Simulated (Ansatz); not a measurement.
Starting cell, BaSnO₃ (cubic perovskite):

```
BaSnO3
1.0
    4.13132     0.00000     0.00000
    0.00000     4.13132     0.00000
    0.00000     0.00000     4.13132
Ba Sn O
1 1 3
Direct
  0.00000   0.00000   0.00000
  0.50000   0.50000   0.50000
  0.00000   0.50000   0.50000
  0.50000   0.50000   0.00000
  0.50000   0.00000   0.50000
```

In each cell atom 3 (O, nearest neighbour Sn at 2.066 Å; its periodic images, 4.1 Å or more away, move with it) moves by s·(0.707, 0.707, 0.000) (along Cartesian [110]), the rest being held.

Computed with r2SCAN (plane waves to 500 eV, PAW, scalar-relativistic; Ansatz, an electronic-structure program). k mesh 7×7×7 (Γ-centred), Fermi-Dirac smearing 0.05 eV. F∥ is the force on the atom along that direction. BaSnO3 was relaxed with its symmetry unable to fall. 

| s (Å) | F∥ (eV/Å) |
|---|---|
| -0.620 | 9.570 |
| -0.496 | 7.192 |
| -0.372 | 5.020 |
| -0.248 | 3.127 |
| -0.124 | 1.489 |
| 0.000 | 0.000 |
| 0.124 | -1.489 |
| 0.248 | -3.127 |
| 0.372 | -5.020 |
| 0.496 | -7.192 |
| 0.620 | -9.570 |

Problem. What is the force constant k = d²E/ds² of this move at s = 0?

Solution. 11.8 eV/Å². The forces along the line at the two nearest points give (1.489 − (-1.489)) / (2·0.124) = 12.01 eV/Å²; the next pair corrects for the finite step.

(For displaced atoms, the force is minus the slope of the energy, and its curvature is a force constant, which sets phonon frequencies.)
